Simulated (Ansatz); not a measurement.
Crystal: CdSe (Cadmoselite).

```
Cd Se
1.0
     4.30000    0.00000    0.00000
    -2.15000    3.72391    0.00000
     0.00000    0.00000    7.02000
Cd Se
2 2
Direct
  0.66667 0.33333 0.50000
  0.33333 0.66667 0.00000
  0.66667 0.33333 0.88500
  0.33333 0.66667 0.38500
```

Below is the output of Ansatz 0.2.0 for this cell. Logs are shortened: lines on timing, memory, paths and dates and some standing lists are left out, and cuts for length are marked.

```text
Warning: RAYON_NUM_THREADS=2 ignored (pool sized by the plan → 2); use --threads N
hamiltonian.pseudopotentials.datasets: crystal makes datasets for this crystal and solves the spheres of its atoms anew in each pass: cutoff 240.0 eV, the density's 960.0 eV; for an error of 0.50 meV an atom under PBE, 2.0 meV for the cell; an energy difference from a run of another recipe may be off by several times the error for the cell, under r2SCAN by more, where some 0.1 meV an atom stays at smaller errors; Se in spheres of 1.233 Å, 6 of its electrons in bands; Cd in spheres of 1.376 Å, 12 of its electrons in bands, 8 on its site; only band paths and densities of states list, in semicore columns, the levels of the semicore shells that are solved separately: 4s of Cd, 4p of Cd
Engine: ansatz 0.2.0, x86_64-unknown-linux-gnu
Pseudopotentials: kind: all_electron
Pseudopotential: Cd, paw, valence charge 20, recommended cutoff 240 eV (normal), crystal/all_electron/pbesol/scalar/gaussian/Cd, Koelling and Harmon's equation, gaussian nucleus
Pseudopotential: Se, paw, valence charge 6, recommended cutoff 240 eV (normal), crystal/all_electron/pbesol/scalar/gaussian/Se, Koelling and Harmon's equation, gaussian nucleus
Functional definition: PBEsol
  exchange = pbesol_x
  correlation = pbesol_c
Crystal: 4 atoms, lattice volume = 112.410 Å³
Basis set: ecut = 240 eV, 977 PW (Γ), exchange–correlation on 48×48×72 points (8 copies of the dense FFT grid, shifted against one another)
Bands: 22, of which v1, the nominal top of the filled ones, is band 18 counted from 1 (17 counted from 0)
Symmetry: 12 space group operations
Space group: P63mc (ITA 186), of the structure as read, at distance tolerance 4.8e-5 Å
k-points: 24 of 196 (time reversal used)
Non-local potential: Cd, projectors of the file, l = 0: 1, l = 1: 1, l = 2: 2
Non-local potential: Se, projectors of the file, l = 0: 1, l = 1: 1
PAW form: soft (Blöchl's): semilocal exchange-correlation on the pseudo side does not see the compensation charge
PAW one-centre angular grid: Cd, 590 points (default); XC on its mesh's 1869 points in the sphere
PAW one-centre angular grid: Se, 110 points (default); XC on its mesh's 1867 points in the sphere
Initial density: superposition of atomic densities (neutral atoms: chi_scale 0, normalization atom)
Initial wavefunctions: pseudopotential atomic-orbital guess
Functional: x = pbesol(κ = 0.804, μ = 0.12345679012345678), c = pbesol(β = 0.046)
[... 19 lines left out ...]
Internal energy: -436494.011974 eV  (E = F + TS)
E sigma→0 (E₀):  -436494.011995 eV
Entropy (-TS):   -0.000044 eV (-0.011 meV/atom)
Past the cutoff: the bands carry plane waves up to 1.75 times it, of which those up to 1.5 times it add -0.000326 eV an atom, each by itself; the spheres take 0.000481 eV an atom off the energy for waves past 1.75 times it
By the cutoff:   a pressure is off by up to 0.007 GPa (1.2 times the spheres' own share and the shells' term, over an atom's volume, and 0.004 GPa: a bound that held against runs at twice the plane waves)
Past the cutoffs: a stress includes 0.0014 GPa for waves and charges beyond them, in addition to the slope of what the spheres take
In the spheres:  the bands' charges fall short by 4.2e-6 e at most (sound up to 1e-3), those of shells solved beside the bands by 1.0e-7 e (sound up to 5e-4)
Fermi energy:    8.360922 eV
--- Per-component energies (eV) ---
  E_band       = 63.112900
  E_kinetic    = 411.747367
  E_local      = -7223.155000  (includes V_loc(G=0)·N_el)
  E_nonlocal   = 616.727323
  E_hartree    = 3501.098706
  E_xc         = -247.652623
  E_vxc        = -295.654917  (∫ρ·V_xc dr)
  E_paw        = -441516.775516  (= ΣΔE_a)
  E_vpaw       = -13596.714248  (= ΣTr[D̂ρ^β])
  E_ewald      = -5183.984963
  E_smearing   = -0.000044  (= −TS)
  E_closure    = 13147.982733  (closes the sum)
  Σ components = -436494.012017   (vs F -436494.012017, Δ=0.00e0)
  The terms above E_closure are by the made datasets' own strengths, without shells solved beside the bands.
--- Forces (eV/Å), atoms counted from 1 ---
  atom   1  Cd     0.00000000     0.00000000     0.26532842
  atom   2  Cd    -0.00000000    -0.00000000     0.26532842
  atom   3  Se     0.00000000     0.00000000    -0.26532951
  atom   4  Se    -0.00000000    -0.00000000    -0.26532951
  max |Σ_I F_I| component: 2.18e-6 eV/Å
--- Stress (GPa, compression-positive) ---
        0.783353      -0.000000       0.000000
       -0.000000       0.783353      -0.000000
        0.000000       0.000000      -1.043398
  P = ⅓ Tr σ = 0.1744 GPa (1.744 kbar)
  It holds what live shells' own plane waves past their cutoff add
--- Band table (eV; the first three rows and the last of 24) ---
  k-point 0: bands = ["-4.5843", "-4.2101", "0.1271", "0.1271", "0.1830", "0.1830", "0.1917", "0.4915", "0.4915", "0.5575", "0.5575", "0.8359", "3.7499", "7.3131", "7.3131", "8.0259", "8.0387", "8.0387", "8.6168", "10.0563"]
  k-point 1: bands = ["-4.5293", "-4.2642", "0.1332", "0.1332", "0.1727", "0.1727", "0.2321", "0.5030", "0.5030", "0.5497", "0.5497", "0.6529", "4.2621", "6.8300", "7.4121", "7.4121", "7.9244", "7.9244", "9.6782", "10.1614"]
  k-point 2: bands = ["-4.3963", "-4.3963", "0.1508", "0.1508", "0.1508", "0.1508", "0.3814", "0.3814", "0.5281", "0.5281", "0.5281", "0.5281", "5.4319", "5.4319", "7.6606", "7.6606", "7.6606", "7.6606", "10.2808", "10.2808"]
  k-point 23: bands = ["-4.1110", "-4.1110", "0.2992", "0.2992", "0.3185", "0.3185", "0.4697", "0.4697", "0.5165", "0.5165", "0.9134", "0.9134", "3.8990", "3.8990", "5.6637", "5.6637", "6.9424", "6.9424", "11.7219", "11.7219"]
```

Problem. What input gives this log?

Solution. Band structure with PBEsol, no spin polarisation. The files as run (others can give the same):

input.yaml
```yaml
crystal:
  lattice:
    - [4.3, 0.0, 0.0]
    - [-2.15, 3.7239092363, 0.0]
    - [0.0, 0.0, 7.02]
  atoms:
    - { symbol: Cd, position: [0.6666666667, 0.3333333333, 0.5] }
    - { symbol: Cd, position: [0.3333333333, 0.6666666667, 0.0] }
    - { symbol: Se, position: [0.6666666667, 0.3333333333, 0.885] }
    - { symbol: Se, position: [0.3333333333, 0.6666666667, 0.385] }
kpoints:
  mp_grid: { grid: [7, 7, 4] }
  band_path:
    path:
      - [0.0, 0.0, 0.0]
      - [0.5, 0.0, 0.0]
      - [0.3333333333, 0.3333333333, 0.0]
      - [0.0, 0.0, 0.0]
      - [0.0, 0.0, 0.5]
      - [0.5, 0.0, 0.5]
      - [0.3333333333, 0.3333333333, 0.5]
      - [0.0, 0.0, 0.5]
    npoints: 12
scf:
  occupations: { method: fermi_dirac, width: 0.05 }
hamiltonian:
  xc: pbesol
  pseudopotentials: { kind: all_electron, datasets: crystal }
output:
  forces: true
  stress: true
  eigenvalues: true
```

Potentials or basis: all-electron PAW datasets made for the crystal.
Launch:
```console
$ ansatz run input.yaml --threads 2 --pin off --max-ram 8192MiB --backend cpu --events-out ev --progress --plain --runs-dir out
```
